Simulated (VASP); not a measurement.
# TiSi2 (Zhiqinite) (Fddd) in VASP: a series of runs, part 2 of 2

VASP 6.6.1. The steps go on from the part before.

**3. Relaxation of cell and atoms, PBEsol**

This run uses another cell than the first one, of 13.80 Å³/atom, 0.988 times its volume.

INCAR reads:

```
  PREC = Accurate
  ENCUT = 600
  EDIFF = 1E-7
  ISMEAR = 1
  SIGMA = 0.1
  LREAL = F
  LASPH = T
  NELM = 80
  ALGO = Normal
  ISIF = 3
  LWAVE = F
  LCHARG = F
  GGA = PS
  IBRION = 2
  NSW = 90
  EDIFFG = -0.005
  KPAR = 2
```

KPOINTS reads:

```
regular mesh
0
Gamma
  10 10 10
```

POSCAR reads:

```
TiSi2                                   
1.0
    0.0000000000      4.0918298039      4.2484955549
    2.3810560273      0.0000000000      4.2484955549
    2.3810560273      4.0918298039      0.0000000000
  Ti              Si            
     2     4
Direct
     0.7500000000000000    0.7500000000000000    0.7500000000000000
     0.5000000000000000    0.5000000000000000    0.5000000000000000
     0.0861190783825998    0.4138809216174001    0.0861190783825998
     0.4138809216174001    0.0861190783825998    0.4138809216174001
     0.1638809216174001    0.8361190783825998    0.1638809216174001
     0.8361190783825998    0.1638809216174001    0.8361190783825998
```

Potentials or basis: VASP PAW PBE potentials, release 64 (Ti_sv, Si).

Command:

```sh
cat potpaw_PBE.64/Ti_sv/POTCAR potpaw_PBE.64/Si/POTCAR > POTCAR
mpirun -np 2 vasp_std > vasp.out
```

OUTCAR:

```text
PREC = Accurate
   ENCUT = 600
   EDIFF = 1E-7
   ISMEAR = 1
   LREAL = F
   LASPH = T
   NELM = 80
   ISIF = 3
   GGA = PS
   IBRION = 2
   NSW = 90
   EDIFFG = -0.005

 ion  position               nearest neighbor table
   1  0.750  0.750  0.750-   6 2.54   5 2.54   6 2.54   5 2.54   4 2.73   4 2.73   3 2.73   3 2.73
                             3 2.75   4 2.75
   2  0.500  0.500  0.500-   3 2.54   4 2.54   3 2.54   4 2.54   5 2.73   5 2.73   6 2.73   6 2.73
                             5 2.75   6 2.75
   3  0.086  0.414  0.086-   5 2.52   5 2.52   2 2.54   2 2.54   4 2.68   1 2.73   1 2.73   1 2.75
                             4 2.77   4 2.77
   4  0.414  0.086  0.414-   6 2.52   6 2.52   2 2.54   2 2.54   3 2.68   1 2.73   1 2.73   1 2.75
                             3 2.77   3 2.77
   5  0.164  0.836  0.164-   3 2.52   3 2.52   1 2.54   1 2.54   6 2.68   2 2.73   2 2.73   2 2.75
                             6 2.77   6 2.77
   6  0.836  0.164  0.836-   4 2.52   4 2.52   1 2.54   1 2.54   5 2.68   2 2.73   2 2.73   2 2.75
                             5 2.77   5 2.77

  LATTYP: Found a face centered orthorhombic cell.
 ALAT       =     4.7621120546
 B/A-ratio  =     1.7184937091
 C/A-ratio  =     1.7842904603

  Lattice vectors:

 A1 = (   0.0000000000,   4.0918298039,   4.2484955549)
 A2 = (   2.3810560273,   0.0000000000,   4.2484955549)
 A3 = (   2.3810560273,   4.0918298039,   0.0000000000)

Analysis of symmetry for initial positions (statically):
=====================================================================
 Subroutine PRICEL returns:
 Original cell was already a primitive cell.

 Routine SETGRP: Setting up the symmetry group for a
 face centered orthorhombic supercell.

 Subroutine GETGRP returns: Found  8 space group operations
 (whereof  4 operations were pure point group operations)
 out of a pool of  8 trial point group operations.

The static configuration has the point symmetry D_2 .
 The point group associated with its full space group is D_2h.

Analysis of symmetry for dynamics (positions and initial velocities):
=====================================================================
 Subroutine PRICEL returns:
 Original cell was already a primitive cell.

 Routine SETGRP: Setting up the symmetry group for a
 face centered orthorhombic supercell.

 Subroutine GETGRP returns: Found  8 space group operations
 (whereof  4 operations were pure point group operations)
 out of a pool of  8 trial point group operations.

The dynamic configuration has the point symmetry D_2 .
 The point group associated with its full space group is D_2h.

 Subroutine INISYM returns: Found  8 space group operations
 (whereof  4 operations are pure point group operations),
 and found     1 'primitive' translations

----------------------------------------------------------------------------------------

                                     Primitive cell

  volume of cell :      82.7851

  direct lattice vectors                    reciprocal lattice vectors
     0.000000000  4.091829804  4.248495555    -0.209990859  0.122194721  0.117688719
     2.381056027  0.000000000  4.248495555     0.209990859 -0.122194721  0.117688719
     2.381056027  4.091829804  0.000000000     0.209990859  0.122194721 -0.117688719

  length of vectors
[... 73 lines left out ...]
   number of dos      NEDOS =    301   number of ions     NIONS =      6
   total plane-waves  NPLWV =  76800
   dimension x,y,z NGX =    48 NGY =   40 NGZ =   40
   dimension x,y,z NGXF=    96 NGYF=   80 NGZF=   80
   ions per type =               2   4
   NGX,Y,Z   is equivalent  to a cutoff of  13.53, 13.65, 14.05 a.u.
   NGXF,Y,Z  is equivalent  to a cutoff of  27.06, 27.31, 28.09 a.u.
 SYSTEM =  unknown system
   PREC   = accura    normal or accurate (medium, high low for compatibility)
   ISTART =      0    job   : 0-new  1-cont  2-samecut
   ICHARG =      2    charge: 1-file 2-atom 10-const
   ISPIN  =      1    spin polarized calculation?
   LNONCOLLINEAR =      F non collinear calculations
   LSORBIT =      F    spin-orbit coupling
   LASPH  =      T    aspherical Exc in radial PAW
   ENCUT  =  600.0 eV  44.10 Ry    6.64 a.u.  11.78  9.73  9.46*2*pi/ulx,y,z
   NELM   =     80;   NELMIN=  2; NELMDL= -5     # of ELM steps
   EDIFF  = 0.1E-06   stopping-criterion for ELM
   LREAL  =      F    real-space projection
   EDIFFG = -.5E-02   stopping-criterion for IOM
   NSW    =     90    number of steps for IOM
   IBRION =      2    ionic relax: 0-MD 1-quasi-New 2-CG
   NFREE  =      1    steps in history (QN), initial steepest desc. (CG)
   ISIF   =      3    stress and relaxation
   ISYM   =      2    0-nonsym 1-usesym 2-fastsym
   POTIM  = 0.5000    time-step for ionic-motion
   TEBEG  =    0.0;   TEEND  =   0.0 temperature during run
   PSTRESS=    0.0 pullay stress
   NELECT =      40.0000    total number of electrons
   NUPDOWN=      -1.0000    fix difference up-down
   EMIN   =  10.00;   EMAX   =-10.00  energy-range for DOS
   EFERMI =   0.00;   METHOD = LEGACY
   ISMEAR =     1;   SIGMA  =   0.10  broadening in eV -4-tet -1-fermi 0-gaus
   EFERMI_NEDOS =   21; number of points for ismear=-14 and -15
   IALGO  =     38    algorithm
   IMIX   =      4    mixing-type and parameters
     AMIX     =   0.40;   BMIX     =  1.00
     AMIX_MAG =   1.60;   BMIX_MAG =  1.00
  volume/ion in A,a.u.               =      13.80        93.11
  Fermi-wavevector in a.u.,A,eV,Ry     =   1.284628  2.427595 22.453274  1.650269
  Thomas-Fermi vector in A             =   2.416810
   LORBIT       =      0    0 simple, 1 ext, 2 COOP (PROOUT), +10 PAW based schemes
   GGA     = PS    functional components
   LHFCALC =     F    Hartree Fock is set to
   AEXX    =    0.0000 exact exchange contribution
   IVDW    =     0    specifies the selected vdW correction
   LEPSILON=     F    determine dielectric tensor
   LRPA    =     F    only Hartree local field effects (RPA)
 conjugate gradient relaxation of ions
 non-spin polarized calculation
 Methfessel and Paxton  Order N= 1 SIGMA  =   0.10
  energy-cutoff  :      600.00
  volume of cell :       82.79
 maximum number of plane-waves:      2792
   NGX = 23   NGY = 19   NGZ = 19

--------------------------------------- Ionic step        1  -------------------------------------------

 number of electron      39.9999999 magnetization

 Free energy of the ion-electron system (eV)
  ---------------------------------------------------
  ext. energy  EPLUGINS =         0.00000000
  ---------------------------------------------------
  free energy    TOTEN  =       -43.68062120 eV

  energy without entropy =      -43.68085931  energy(sigma->0) =      -43.68070057

------------------------ aborting loop because EDIFF is reached ----------------------------------------

  FORCE on cell =-STRESS in cart. coord.  units (eV):
  Direction    XX          YY          ZZ          XY          YZ          ZX
  --------------------------------------------------------------------------------------
  -------------------------------------------------------------------------------------
  Total        0.0405667      0.0255480      0.0269711      0.0000000      0.0000000      0.0000000
  in kB        0.7851044      0.4944425      0.5219839      0.0000000      0.0000000      0.0000000
  external PRESSURE =       0.6005103 kB  Pullay stress =       0.0000000 kB
[... 67 lines left out ...]
--------------------------------------- Ionic step        3  -------------------------------------------

 number of electron      39.9999999 magnetization

 Free energy of the ion-electron system (eV)
  ---------------------------------------------------
  ext. energy  EPLUGINS =         0.00000000
  ---------------------------------------------------
  free energy    TOTEN  =       -43.68062845 eV

  energy without entropy =      -43.68086510  energy(sigma->0) =      -43.68070734

 E-fermi :  10.2496     XC(G=0): -11.8803

 val. band max:       10.2447861256   @ k =  -0.4000   0.3000   0.3000
 cond. band min:      10.2504351469   @ k =   0.0000   0.2000   0.2000
 fundamental gap:      0.0056490213
 Fermi energy:        10.2495904081

 k-point     1 :       0.0000    0.0000    0.0000
  band No.  band energies     occupation
      1     -45.7125      2.00000
      2     -45.6813      2.00000
      3     -22.2132      2.00000
      4     -22.1934      2.00000
      5     -22.1147      2.00000
      6     -22.0988      2.00000
[... 637 lines left out ...]
     23      12.9390      0.00000
     24      13.3208      0.00000

 [... further k-points ...]

------------------------ aborting loop because EDIFF is reached ----------------------------------------

  FORCE on cell =-STRESS in cart. coord.  units (eV):
  Direction    XX          YY          ZZ          XY          YZ          ZX
  --------------------------------------------------------------------------------------
  -------------------------------------------------------------------------------------
  Total        0.0028774      0.0030125     -0.0079397      0.0000000      0.0000000      0.0000000
  in kB        0.0556649      0.0582774     -0.1535947      0.0000000      0.0000000      0.0000000
  external PRESSURE =      -0.0132174 kB  Pullay stress =       0.0000000 kB
[... 21 lines left out ...]
  FREE ENERGIE OF THE ION-ELECTRON SYSTEM (eV)
  ---------------------------------------------------
  free  energy   TOTEN  =       -43.6806284536 eV

  energy  without entropy=      -43.6808650987  energy(sigma->0) =      -43.68070734

 reached required accuracy - stopping structural energy minimisation
```

Wall time 6.5 min (2 MPI ranks of Intel Xeon Platinum 8488C (Sapphire Rapids), shared host); peak memory 0.52 GiB.

Results:

* Free energy: -43.6806 eV
* Relaxed volume: 13.80 Å³/atom
* Relaxed cell: a = 5.899 Å, b = 4.871 Å, c = 4.735 Å, α = 75.76°, β = 53.16°, γ = 51.07°
* Space group after relaxing (to 0.05 Å): Fddd (No. 70)
* Energy gained by relaxing: 0.0 meV/atom
* Ionic steps: 3
* Pressure after relaxing: 0.0 GPa
* Band gap on the k mesh: none (metal or under the smearing width)

Final structure:
```
CELL_PARAMETERS angstrom
0.00000 4.09231 4.24902
2.38150 0.00000 4.24902
2.38150 4.09231 0.00000
ATOMIC_POSITIONS crystal
Ti 0.75000 0.75000 0.75000
Ti 0.50000 0.50000 0.50000
Si 0.08612 0.41388 0.08612
Si 0.41388 0.08612 0.41388
Si 0.16388 0.83612 0.16388
Si 0.83612 0.16388 0.83612
```

Caveat: the PAW data sets were made with another functional, which shifts forces and pressure a little.
